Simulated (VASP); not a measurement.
# InSb (F-43m) in VASP: further runs

The runs below take InSb through relaxation of cell and atoms, with PBEsol, PBE, LDA.

Everything below comes from runs of VASP 6.6.1. Logs are shortened: lines on timing, memory, paths and dates and some standing lists are left out, and cuts for length are marked.

## Step 1: Starting point

It takes space group F-43m (No. 216, cubic). Conventional cell: a = 6.521 Å, b = 6.521 Å, c = 6.521 Å, α = 90.00°, β = 90.00°, γ = 90.00°. In (site symmetry -43m) has 4 Sb at 2.82 Å as nearest neighbours. Around Sb (site symmetry -43m) lie 4 In at 2.82 Å.

## Step 2: Relaxation of cell and atoms, PBEsol

File INCAR:

```
SYSTEM = InSb
PREC = Accurate ; ENCUT = 600
EDIFF = 1E-7 ; ISMEAR = 0
SIGMA = 0.03 ; LREAL = .FALSE.
LASPH = .TRUE. ; NELM = 80
ALGO = Normal ; ISIF = 3
LWAVE = .FALSE. ; LCHARG = .FALSE.
GGA = PS ; IBRION = 2
NSW = 90 ; EDIFFG = -0.005
```

File KPOINTS:

```
regular mesh
0
G
  10 10 10
  0 0 0
```

File POSCAR:

```
InSb                                    
1.0
   -0.0000000000      3.2603245817      3.2603245817
    3.2603245817      0.0000000000      3.2603245817
    3.2603245817      3.2603245817      0.0000000000
  In              Sb            
     1     1
Direct
     0.0000000000000000    0.0000000000000000    0.0000000000000000
     0.2500000000000000    0.2500000000000000    0.2500000000000000
```

Potentials or basis: VASP PAW PBE potentials, release 64 (In_d, Sb).

Run with:

```
> cat potpaw_PBE.64/In_d/POTCAR potpaw_PBE.64/Sb/POTCAR > POTCAR
> mpirun -np 1 vasp_std > vasp.out
```

OUTCAR:

```text
SYSTEM = InSb
   PREC = Accurate
   ENCUT = 600
   EDIFF = 1E-7
   ISMEAR = 0
   LREAL = .FALSE.
   LASPH = .TRUE.
   NELM = 80
   ISIF = 3
   GGA = PS
   IBRION = 2
   NSW = 90
   EDIFFG = -0.005

 ion  position               nearest neighbor table
   1  0.000  0.000  0.000-   2 2.82   2 2.82   2 2.82   2 2.82
   2  0.250  0.250  0.250-   1 2.82   1 2.82   1 2.82   1 2.82

  LATTYP: Found a face centered cubic cell.
 ALAT       =     6.5206491634

  Lattice vectors:

 A1 = (   0.0000000000,   3.2603245817,   3.2603245817)
 A2 = (   3.2603245817,   0.0000000000,   3.2603245817)
 A3 = (   3.2603245817,   3.2603245817,   0.0000000000)

Analysis of symmetry for initial positions (statically):
=====================================================================
 Subroutine PRICEL returns:
 Original cell was already a primitive cell.

 Routine SETGRP: Setting up the symmetry group for a
 face centered cubic supercell.

 Subroutine GETGRP returns: Found 24 space group operations
 (whereof 24 operations were pure point group operations)
 out of a pool of 48 trial point group operations.

The static configuration has the point symmetry T_d .

Analysis of symmetry for dynamics (positions and initial velocities):
=====================================================================
 Subroutine PRICEL returns:
 Original cell was already a primitive cell.

 Routine SETGRP: Setting up the symmetry group for a
 face centered cubic supercell.

 Subroutine GETGRP returns: Found 24 space group operations
 (whereof 24 operations were pure point group operations)
 out of a pool of 48 trial point group operations.

The dynamic configuration has the point symmetry T_d .

 Subroutine INISYM returns: Found 24 space group operations
 (whereof 24 operations are pure point group operations),
 and found     1 'primitive' translations

----------------------------------------------------------------------------------------

                                     Primitive cell

  volume of cell :      69.3127

  direct lattice vectors                    reciprocal lattice vectors
     0.000000000  3.260324582  3.260324582    -0.153358964  0.153358964  0.153358964
     3.260324582  0.000000000  3.260324582     0.153358964 -0.153358964  0.153358964
     3.260324582  3.260324582  0.000000000     0.153358964  0.153358964 -0.153358964

  length of vectors
     4.610795241  4.610795241  4.610795241     0.265625517  0.265625517  0.265625517

  position of ions in fractional coordinates (direct lattice)
     0.000000000  0.000000000  0.000000000
     0.250000000  0.250000000  0.250000000

  ion indices of the primitive-cell ions
   primitive index   ion index
                 1           1
                 2           2

----------------------------------------------------------------------------------------

 KPOINTS: regular mesh

Automatic generation of k-mesh.
 Grid dimensions read from file:
 generate k-points for:   10   10   10

 Generating k-lattice:

  Cartesian coordinates                     Fractional coordinates (reciprocal lattice)
    -0.015335896  0.015335896  0.015335896     0.100000000  0.000000000  0.000000000
     0.015335896 -0.015335896  0.015335896     0.000000000  0.100000000  0.000000000
     0.015335896  0.015335896 -0.015335896     0.000000000  0.000000000  0.100000000

  Length of vectors
     0.026562552  0.026562552  0.026562552

  Shift w.r.t. Gamma in fractional coordinates (k-lattice)
     0.000000000  0.000000000  0.000000000

 Subroutine IBZKPT returns following result:
 ===========================================

 Found     47 irreducible k-points:

 Following reciprocal coordinates:
            Coordinates               Weight
  0.000000  0.000000  0.000000      1.000000
  0.100000  0.000000  0.000000      8.000000
  0.200000  0.000000  0.000000      8.000000
  0.300000  0.000000  0.000000      8.000000
  0.400000  0.000000  0.000000      8.000000
  0.500000  0.000000  0.000000      4.000000
[... 16 lines left out ...]
  0.300000  0.300000  0.000000      6.000000
  0.400000  0.300000  0.000000     24.000000
 [... further k-points ...]
   k-points           NKPTS =     47   k-points in BZ     NKDIM =     47   number of bands    NBANDS=     13
   number of dos      NEDOS =    301   number of ions     NIONS =      2
   total plane-waves  NPLWV =  64000
   dimension x,y,z NGX =    40 NGY =   40 NGZ =   40
   dimension x,y,z NGXF=    80 NGYF=   80 NGZF=   80
   ions per type =               1   1
   NGX,Y,Z   is equivalent  to a cutoff of  14.42, 14.42, 14.42 a.u.
   NGXF,Y,Z  is equivalent  to a cutoff of  28.84, 28.84, 28.84 a.u.
 SYSTEM =  InSb
   PREC   = accura    normal or accurate (medium, high low for compatibility)
   ISTART =      0    job   : 0-new  1-cont  2-samecut
   ICHARG =      2    charge: 1-file 2-atom 10-const
   ISPIN  =      1    spin polarized calculation?
   LNONCOLLINEAR =      F non collinear calculations
   LSORBIT =      F    spin-orbit coupling
   LASPH  =      T    aspherical Exc in radial PAW
   ENCUT  =  600.0 eV  44.10 Ry    6.64 a.u.   9.21  9.21  9.21*2*pi/ulx,y,z
   NELM   =     80;   NELMIN=  2; NELMDL= -5     # of ELM steps
   EDIFF  = 0.1E-06   stopping-criterion for ELM
   LREAL  =      F    real-space projection
   EDIFFG = -.5E-02   stopping-criterion for IOM
   NSW    =     90    number of steps for IOM
   IBRION =      2    ionic relax: 0-MD 1-quasi-New 2-CG
   NFREE  =      1    steps in history (QN), initial steepest desc. (CG)
   ISIF   =      3    stress and relaxation
   ISYM   =      2    0-nonsym 1-usesym 2-fastsym
   POTIM  = 0.5000    time-step for ionic-motion
   TEBEG  =    0.0;   TEEND  =   0.0 temperature during run
   PSTRESS=    0.0 pullay stress
   NELECT =      18.0000    total number of electrons
   NUPDOWN=      -1.0000    fix difference up-down
   EMIN   =  10.00;   EMAX   =-10.00  energy-range for DOS
   EFERMI =   0.00;   METHOD = LEGACY
   ISMEAR =     0;   SIGMA  =   0.03  broadening in eV -4-tet -1-fermi 0-gaus
   EFERMI_NEDOS =   21; number of points for ismear=-14 and -15
   IALGO  =     38    algorithm
   IMIX   =      4    mixing-type and parameters
     AMIX     =   0.40;   BMIX     =  1.00
     AMIX_MAG =   1.60;   BMIX_MAG =  1.00
  volume/ion in A,a.u.               =      34.66       233.87
  Fermi-wavevector in a.u.,A,eV,Ry     =   1.044467  1.973757 14.842757  1.090912
  Thomas-Fermi vector in A             =   2.179221
   LORBIT       =      0    0 simple, 1 ext, 2 COOP (PROOUT), +10 PAW based schemes
   GGA     = PS    functional components
   LHFCALC =     F    Hartree Fock is set to
   AEXX    =    0.0000 exact exchange contribution
   IVDW    =     0    specifies the selected vdW correction
   LEPSILON=     F    determine dielectric tensor
   LRPA    =     F    only Hartree local field effects (RPA)
 conjugate gradient relaxation of ions
 non-spin polarized calculation
 Gauss-broadening in eV      SIGMA  =   0.03
  energy-cutoff  :      600.00
  volume of cell :       69.31
 maximum number of plane-waves:      2334
 NGX is ok and might be reduce to    40
   NGX = 19   NGY = 19   NGZ = 19

 number of electron      17.9999999 magnetization

 Free energy of the ion-electron system (eV)
  ---------------------------------------------------
  ext. energy  EPLUGINS =         0.00000000
  ---------------------------------------------------
  free energy    TOTEN  =        -7.69993792 eV

  energy without entropy =       -7.69989164  energy(sigma->0) =       -7.69991478

 E-fermi :   4.7704     XC(G=0):  -8.7871

 val. band max:        4.7612871904   @ k =   0.0000   0.0000   0.0000
 cond. band min:       5.1998313257   @ k =   0.5000   0.0000   0.0000
 fundamental gap:      0.4385441353
 Fermi energy:         4.7704242649

 k-point     1 :       0.0000    0.0000    0.0000
  band No.  band energies     occupation
      1      -9.7389      2.00000
      2      -9.7389      2.00000
      3      -9.7389      2.00000
      4      -9.6576      2.00000
      5      -9.6576      2.00000
      6      -5.8670      2.00000
      7       4.3915      2.00000
      8       4.7613      1.33333
      9       4.7613      1.33333
     10       4.7613      1.33333
     11       7.6946      0.00000
     12       7.6946      0.00000
     13       7.6946      0.00000

 k-point     2 :       0.1000    0.0000    0.0000
  band No.  band energies     occupation
      1      -9.7433      2.00000
      2      -9.7369      2.00000
      3      -9.7369      2.00000
      4      -9.6578      2.00000
      5      -9.6578      2.00000
      6      -5.7780      2.00000
      7       3.2096      2.00000
      8       4.6245      2.00000
      9       4.6245      2.00000
     10       5.4991      0.00000
     11       7.8794      0.00000
     12       7.8852      0.00000
     13       7.8852      0.00000

 k-point     3 :       0.2000    0.0000    0.0000
  band No.  band energies     occupation
      1      -9.7548      2.00000
      2      -9.7319      2.00000
      3      -9.7319      2.00000
      4      -9.6579      2.00000
      5      -9.6579      2.00000
      6      -5.5216      2.00000
      7       1.8050      2.00000
      8       4.3299      2.00000
      9       4.3299      2.00000
     10       5.6180      0.00000
     11       8.2654      0.00000
     12       8.2654      0.00000
     13       8.7472      0.00000
[... 305 lines left out ...]
 k-point    23 :       0.3000    0.3000    0.0000
  band No.  band energies     occupation
      1      -9.7909      2.00000
      2      -9.7119      2.00000
      3      -9.7119      2.00000
      4      -9.6689      2.00000
      5      -9.6519      2.00000
      6      -4.8731      2.00000
      7       0.4392      2.00000
      8       3.0776      2.00000
      9       3.0776      2.00000
     10       6.0955      0.00000
     11       7.0080      0.00000
     12      10.6653      0.00000
     13      10.6653      0.00000

 k-point    24 :       0.4000    0.3000    0.0000
  band No.  band energies     occupation
      1      -9.7997      2.00000
      2      -9.7077      2.00000
      3      -9.7068      2.00000
      4      -9.6705      2.00000
      5      -9.6512      2.00000
      6      -4.5370      2.00000
      7      -0.1967      2.00000
      8       2.6454      2.00000
      9       2.8980      2.00000
     10       6.2252      0.00000
     11       6.9884      0.00000
     12      10.5039      0.00000
     13      11.0533      0.00000

 [... further k-points ...]

------------------------ aborting loop because EDIFF is reached ----------------------------------------

  FORCE on cell =-STRESS in cart. coord.  units (eV):
  Direction    XX          YY          ZZ          XY          YZ          ZX
  --------------------------------------------------------------------------------------
  -------------------------------------------------------------------------------------
  Total        0.0011276      0.0011276      0.0011276      0.0000000      0.0000000     -0.0000000
  in kB        0.0260636      0.0260636      0.0260636      0.0000000      0.0000000     -0.0000000
  external PRESSURE =       0.0260636 kB  Pullay stress =       0.0000000 kB

 VOLUME and BASIS-vectors are now :
 -----------------------------------------------------------------------------
  energy-cutoff  :      600.00
  volume of cell :       69.31
      direct lattice vectors                 reciprocal lattice vectors
     0.000000000  3.260324582  3.260324582    -0.153358964  0.153358964  0.153358964
     3.260324582  0.000000000  3.260324582     0.153358964 -0.153358964  0.153358964
     3.260324582  3.260324582  0.000000000     0.153358964  0.153358964 -0.153358964

 POSITION                                       TOTAL-FORCE (eV/Angst)
 -----------------------------------------------------------------------------------
      0.00000      0.00000      0.00000         0.000000      0.000000      0.000000
      1.63016      1.63016      1.63016        -0.000000     -0.000000     -0.000000
 -----------------------------------------------------------------------------------
    total drift:                               -0.000000     -0.000000     -0.000000

  FREE ENERGIE OF THE ION-ELECTRON SYSTEM (eV)
  ---------------------------------------------------
  free  energy   TOTEN  =        -7.6999379193 eV

  energy  without entropy=       -7.6998916406  energy(sigma->0) =       -7.69991478

 reached required accuracy - stopping structural energy minimisation
```

Run time: 42 s. Hardware: 1 thread of Intel Xeon Platinum 8488C (Sapphire Rapids), shared host; peak memory 0.26 GiB.

Results:

```yaml
Free_energy: -7.6999 eV
Pressure_after_relaxing: 0.0 GPa
Band_gap_on_the_k_mesh: none (metal or under the smearing width)
```

Final structure:
```
In Sb
1.0
     0.00000    3.26032    3.26032
     3.26032    0.00000    3.26032
     3.26032    3.26032    0.00000
In Sb
1 1
Cartesian
  0.0000 0.0000 0.0000
  1.6302 1.6302 1.6302
```

Caveat: the relaxation stopped at its first step, so nothing moved; the PAW data sets were made with another functional, which shifts forces and pressure a little; this crystal is a semiconductor, whose small gap the functional closes, so the metal is an error of the method. Spin-orbit coupling is left out, which matters for the levels of Sb.

(Continued in part 2 of 2.)
